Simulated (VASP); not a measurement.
A run of VASP 6.6.1:

The input INCAR:

```
PREC = Accurate ; ENCUT = 600
EDIFF = 1E-7 ; ISMEAR = 0
SIGMA = 0.03 ; LREAL = False
LASPH = True ; NELM = 80
ALGO = Fast ; ISIF = 2
LWAVE = False ; LCHARG = False
GGA = PS ; IBRION = 2
NSW = 40 ; EDIFFG = -0.01
```

File KPOINTS:

```
Automatic mesh
0
Gamma
  12 12 12
```

POSCAR

```
SiC                                     
1.0
   -0.0000000000      2.0056641175      2.0056641175
    2.0056641175     -0.0000000000      2.0056641175
    2.0056641175      2.0056641175     -0.0000000000
  Si              C             
     1     1
Direct
     0.0000000000000000    0.0000000000000000    0.0000000000000000
     0.5000000000000000    0.5000000000000000    0.5000000000000000
```

Potentials or basis: VASP PAW PBE potentials, release 64 (Si, C).

Launch:

```console
$ cat potpaw_PBE.64/Si/POTCAR potpaw_PBE.64/C/POTCAR > POTCAR
$ mpirun -np 1 vasp_std > vasp.out
```

Hardware: 1 thread of Intel(R) Xeon(R) Platinum 8488C (Sapphire Rapids), with other jobs on the host.

**Question.** Estimate the wall time of this run.

**Answer.** It took 6.7 s on 1 thread of Intel(R) Xeon(R) Platinum 8488C (Sapphire Rapids), with other jobs on the host, peak memory 0.13 GiB. Counts: scf iterations 14, k points 72, ion steps 1.
